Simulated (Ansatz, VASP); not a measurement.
## CdF2: VASP beside Ansatz

The input INCAR:

```
SYSTEM = CdF2
ALGO     = Normal         ! electronic algorithm
EDIFF    = 1E-7           ! SCF threshold, eV
ENCUT    = 520            ! plane-wave cutoff, eV
GGA      = CA             ! functional
ISIF     = 2              ! what is computed and relaxed
ISMEAR   = 0              ! smearing method
LASPH    = .TRUE.         ! aspherical terms in the spheres
LCHARG   = .FALSE.        ! write CHGCAR
LREAL    = .FALSE.        ! projectors in reciprocal space
LWAVE    = .FALSE.        ! write WAVECAR
NBANDS   = 20             ! bands
NELM     = 100            ! most SCF steps
PREC     = Accurate       ! precision mode
SIGMA    = 0.05           ! smearing width, eV
```

The input KPOINTS:

```
k-points
0
G
  8 8 8
  0 0 0
```

Contents of POSCAR:

```
CdF2
1.0
    0.0000000000      2.6940000000      2.6940000000
    2.6940000000      0.0000000000      2.6940000000
    2.6940000000      2.6940000000      0.0000000000
Cd F
1 2
Direct
    0.0000000000      0.0000000000      0.0000000000
    0.2500000000      0.2500000000      0.2500000000
    0.7500000000      0.7500000000      0.7500000000
```

Input for Ansatz:

```yaml
crystal:
  lattice:
    - [0.0, 2.694, 2.694]
    - [2.694, 0.0, 2.694]
    - [2.694, 2.694, 0.0]
  atoms:
    - { symbol: Cd, position: [0.0, 0.0, 0.0] }
    - { symbol: F, position: [0.25, 0.25, 0.25] }
    - { symbol: F, position: [0.75, 0.75, 0.75] }
basis:
  ecutwfc: 420
kpoints:
  mp_grid: { grid: [8, 8, 8] }
hamiltonian:
  xc: lda
scf:
  occupations: { method: gaussian, width: 0.05 }
output:
  forces: true
  stress: true
  eigenvalues: true
```

Alike in both runs: task single point; functional LDA; k mesh 8 × 8 × 8; occupations gaussian, width 0.05 eV; no spin polarisation.

|  | VASP | Ansatz |
| --- | --- | --- |
| version | VASP 6.6.1 | Ansatz 0.2.0 |
| potentials or method | VASP PAW LDA potentials, release 64 (Cd, F) | scalar-relativistic, plane waves, PAW |
| plane-wave cutoff (eV) | 520 | 420 |
| valence electrons in the cell | 26 | 34 |

|  | VASP | Ansatz | Ansatz less VASP |
| --- | --- | --- | --- |
| gap on the k mesh at the Fermi level (eV) | 2.80 | 2.81 | +0.014 |
| least direct gap on the mesh (eV) | 3.28 | 3.29 | +0.008 |
| pressure (GPa) | -4.7 | -5.7 | -0.97 |

The two sets of potentials don't hold the same shells in valence.

A k mesh can miss the band edges.
